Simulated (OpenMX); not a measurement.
The system is MnS.

```
CELL_PARAMETERS angstrom
0.00000 2.60450 2.60450
2.60450 0.00000 2.60450
2.60450 2.60450 0.00000
ATOMIC_POSITIONS crystal
Mn 0.00000 0.00000 0.00000
S 0.50000 0.50000 0.50000
```

```yaml
Program: OpenMX 3.8.5
Task: single point
Functional: PBE
Potentials_or_basis: OpenMX 2013 PBE set, Mn6.0-s3p2d2, S7.0-s2p2d1f1, grid cutoff 400 Ry
k_mesh: 9 × 9 × 9
Occupations: fermi-dirac, width 0.05 eV
Spin: collinear spin, ferromagnetic start
Starting_moments: "[4.0, 0.0] μB"
```

On this cell: pressure -1.5 GPa; largest force zero by symmetry; net moment 4.73 μB per cell; site moments Mn +4.55; S +0.18 μB; band gap on the k mesh none (metal or under the smearing width).

The same run follows on a disturbed copy (atoms moved at random, drawn with an rms of 0.05 Å):

```
Mn S
1.0
     0.00000    2.60450    2.60450
     2.60450    0.00000    2.60450
     2.60450    2.60450    0.00000
Mn S
1 1
Cartesian
  -0.0243 -0.0200 0.0149
  2.6020 2.5893 2.6505
```

What changes?

The energy (extrapolated to zero smearing) moves by +1.5 meV/atom; pressure -1.4 GPa; largest force 0.126 eV/Å; net moment 4.73 μB per cell; site moments Mn +4.55; S +0.18 μB; band gap on the k mesh none (metal or under the smearing width).

Forces in eV/Å, atoms in the order of the input:
```
Mn   0.076  0.040  0.092
S   -0.063 -0.013 -0.091
```

The forces don't sum to zero, so they hold noise of the program's grid.

Caveats: the basis of atomic orbitals isn't converged, which shifts pressures, moduli and gaps; a cell with one magnetic atom can't hold antiferromagnetic order, which such compounds often take; semilocal functionals often make such compounds metallic where correlation or magnetic order opens a gap, which also shifts bond lengths.
